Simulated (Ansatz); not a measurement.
Zinc-blende AlSb, treated with r²SCAN+SOC (Ansatz, an electronic-structure program, PAW).

Settings: plane-wave cutoff 560 eV, 10×10×10 k mesh, Fermi–Dirac smearing 0.01 eV, PAW data made under PBE.

Energies at three volumes about the minimum:

| V (Å³/atom) | E − E_lowest (meV/atom) |
|---|---|
| 28.867 | 2.12 |
| 29.456 | 0.00 |
| 30.045 | 1.97 |

Question: Fit a parabola by hand: where is the minimum, what lattice constant follows, and what is the bulk modulus?

Answer: Slopes: (0.00 − 2.12)/(29.456 − 28.867) = -3.599 and (1.97 − 0.00)/(30.045 − 29.456) = 3.345 meV/Å³. Curvature E″ = 2 × (3.345 − (-3.599))/(30.045 − 28.867) = 11.789 meV/Å⁶. From the middle of the first interval, the slope vanishes at V0 = 29.1615 − (-3.599)/11.789 = 29.467 Å³/atom. B = V0 E″ = 29.467 × 11.789 meV/Å³ × 0.1602 GPa per meV/Å³ = 55.7 GPa. With 8 atoms in the cube, a = (8 × 29.467)^(1/3) = 6.177 Å. The full Birch–Murnaghan fit to all volumes gives V0 = 29.457 Å³/atom and B0 = 55.6 GPa.

Measured, for comparison: bulk modulus 58.2 GPa (temperature not stated, not corrected to a static lattice; as tabulated in Toher et al. (2017), arXiv:1611.05714); lattice constant a 6.128 Å (low temperature, thermal expansion removed or low-temperature value; zero-point expansion not removed; as tabulated in Zhang et al. (2018), doi:10.1088/1367-2630/aac7f0). Computed (rounded) less measured: bulk modulus -4 %.
